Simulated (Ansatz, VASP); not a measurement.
BN: VASP beside Ansatz

File INCAR:

```
PREC = Accurate
ENCUT = 520
EDIFF = 1E-7
ISMEAR = 0
SIGMA = 0.05
LREAL = F
LASPH = T
NELM = 60
ALGO = Normal
ISIF = 2
LWAVE = F
LCHARG = F
GGA = PE
IVDW = 12
NBANDS = 16
```

Contents of KPOINTS:

```
Automatic mesh
0
Gamma
  12 12 4
```

POSCAR

```
BN
1.0
    2.5540715384      0.0000000000      0.0000000000
   -1.2770357692      2.1685204268      0.0000000000
    0.0000000000      0.0000000000      6.6612000000
B N
2 2
Direct
    0.3333333333      0.6666666667      0.2500000000
    0.6666666667      0.3333333333      0.7500000000
    0.3333333333      0.6666666667      0.7500000000
    0.6666666667      0.3333333333      0.2500000000
```

Input for Ansatz:

```yaml
crystal:
  lattice:
    - [2.5540715384, 0.0, 0.0]
    - [-1.2770357692, 2.1685204268, 0.0]
    - [0.0, 0.0, 6.6612]
  atoms:
    - { symbol: B, position: [0.3333333333, 0.6666666667, 0.25] }
    - { symbol: B, position: [0.6666666667, 0.3333333333, 0.75] }
    - { symbol: "N", position: [0.3333333333, 0.6666666667, 0.75] }
    - { symbol: "N", position: [0.6666666667, 0.3333333333, 0.25] }
basis:
  ecutwfc: 420
kpoints:
  mp_grid: { grid: [12, 12, 4] }
hamiltonian:
  xc: pbe
  dispersion: d3bj
scf:
  occupations: { method: gaussian, width: 0.05 }
output:
  forces: true
  stress: true
  eigenvalues: true
```

Change from the starting cell: strain +0.0200 x Voigt [1, 0, 0, 0, 0, 0], atoms carried along.

Alike in both runs: task single point; functional PBE; dispersion D3(BJ); k mesh 12 × 12 × 4; occupations gaussian, width 0.05 eV; no spin polarisation.

```csv
,VASP,Ansatz
version,VASP 6.6.1,Ansatz 0.2.0
potentials or method,"VASP PAW PBE potentials, release 64 (B, N)","scalar-relativistic, plane waves, PAW"
plane-wave cutoff (eV),520,420
valence electrons in the cell,16,16
```

VASP gave:

* gap on the k mesh at the Fermi level (eV): 4.16
* least direct gap on the mesh (eV): 4.57
* pressure (GPa): -6.0
* largest component of the traceless stress (GPa): 9.90
* rms of the force components (eV/Å): 0.125

Problem. Which values does Ansatz return?

Solution. gap on the k mesh at the Fermi level (eV): 4.17; least direct gap on the mesh (eV): 4.58; pressure (GPa): -6.1; largest component of the traceless stress (GPa): 9.98; rms of the force components (eV/Å): 0.125.

Atom by atom the forces differ by 0.000 eV/Å (rms over components).

A k mesh can miss the band edges.
